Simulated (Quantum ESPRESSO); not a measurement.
Runs of Quantum ESPRESSO 7.5 on Ti. Symmetry: P6/mmm, No. 191, hexagonal system. Conventional cell: a = 4.567 Å, b = 4.567 Å, c = 2.826 Å, α = 90.00°, β = 90.00°, γ = 120.00°. Ti (site symmetry -6m2) is surrounded by 11 Ti at 2.64 to 2.99 Å. Ti (site symmetry 6/mmm) has 14 Ti at 2.83 to 2.99 Å as nearest neighbours. This isn't the form of Ti at room conditions, which is hcp.

```tsv
task	level	potentials or basis	cell	k mesh	cutoff (eV)	smearing	iterations	form of the LDA correlation	k mesh for the Wannier functions	gap on the mesh (eV)	pressure (GPa)
Wannier functions	LDA	JTH 2.0 LDA	as given	5 × 5 × 7	490	fermi-dirac 0.05 eV	0	PW92	4 × 4 × 5	none	-7.7
band structure	LDA	PseudoDojo 0.4.1 SR LDA standard	as given	7 × 7 × 9	1143	fermi-dirac 0.05 eV	-	PW92	-	none	(a)
phonons	PBEsol	GBRV 1.5 PBEsol	relaxed	7 × 7 × 9	612	gaussian 0.136 eV	-	-	-	none	0.0
phonons	LDA	JTH 2.0 LDA	relaxed	7 × 7 × 9	490	methfessel-paxton 0.136 eV	-	PW92	-	none	0.0
```

Alike in all rows: no spin polarisation.

Q: Estimate the missing entries.

A: (a) -7.9.

Caveats: the cutoff is low for these files, which shifts pressure and relaxed volume (some runs); the mesh is thin for the phonons of a metal (some runs); some levels on the path didn't converge (some runs).

A k mesh can miss the band edges.

A gap of «none» marks a metal or a gap under the smearing width.

Not every run made on this cell is shown here.
